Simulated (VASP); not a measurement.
A run of VASP 6.6.1 is set up as follows.

Contents of INCAR:

```
SYSTEM = AlRu
ALGO = Fast
EDIFF = 1E-7
ENCUT = 520
GGA = PE
ISIF = 2
ISMEAR = 1
LASPH = .TRUE.
LCHARG = .TRUE.
LREAL = .FALSE.
LVHAR = .TRUE.
LWAVE = .FALSE.
NELM = 100
PREC = Accurate
SIGMA = 0.1
```

Contents of KPOINTS:

```
k-points
0
G
  14 14 14
  0 0 0
```

POSCAR

```
AlRu                                    
1.0
    3.0040179423     -0.0000000000      0.0000000000
   -0.0000000000      3.0040179423     -0.0000000000
    0.0000000000     -0.0000000000      3.0040179423
  Ru              Al            
     1     1
Direct
     0.0000000000000000    0.0000000000000000    0.0000000000000000
     0.5000000000000000    0.5000000000000000    0.5000000000000000
```

Potentials or basis: VASP PAW PBE potentials, release 64 (Ru_pv, Al).

Run with:

```console
$ cat potpaw_PBE.64/Ru_pv/POTCAR potpaw_PBE.64/Al/POTCAR > POTCAR
$ mpirun -np 1 vasp_std > vasp.out
```

Q: Estimate the pressure.

A: 0.0 GPa.

Q: What does it give for the band gap on the k mesh?

A: None (metal or under the smearing width).
